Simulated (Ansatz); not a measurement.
A run of Ansatz 0.2.0 is set up as follows.

Contents of input:

```
crystal:
  lattice:
    - [4.12095, 0.0, 0.0]
    - [-2.06047, 3.56885, 0.0]
    - [0.0, 0.0, 2.65479]
  atoms:
    - { symbol: Si, position: [0.33333, 0.66667, 0.5] }
    - { symbol: Si, position: [0.66667, 0.33333, 0.5] }
hamiltonian:
  xc: { exchange: pbesol, correlation: pbesol, exx: { coeff: 0.25 } }
  pseudopotentials: { kind: paw }
kpoints:
  mp_grid: { grid: [4, 4, 5] }
scf:
  occupations: { method: fermi_dirac, width: 0.05 }
output:
  forces: true
  stress: true
  eigenvalues: true
relax:
  f_tol: 0.01
  max_steps: 40
  cell: { stress_tol: 0.05 }
```

Task: Predict the relaxed cell.

Result: a = 4.115 Å, b = 4.115 Å, c = 2.539 Å, α = 90.00°, β = 90.00°, γ = 120.00°.

Task: Predict the space group after relaxing (to 0.05 Å).

Result: P6/mmm (No. 191).

Step by step:
| step | energy change (eV) | largest force (eV/Å) | volume (Å³) |
| --- | --- | --- | --- |
| 1 | 0.0000 | 0.0000 | 39.04 |
| 2 | -0.0683 | 0.0000 | 37.20 |
| 3 | -0.0698 | 0.0000 | 37.28 |
| 4 | -0.0699 | 0.0000 | 37.22 |
| 5 | -0.0697 | 0.0000 | 37.22 |

Caveat: the k mesh is coarse (spacing up to 0.47 Å⁻¹), so the values aren't converged, least of all with exact exchange; the plane-wave basis is chosen anew once the cell has moved, so the energies of steps on either side of that aren't comparable; the PAW data sets come from PBE, with cores solved anew for the run's functional, which leaves a small shift of forces and pressure.
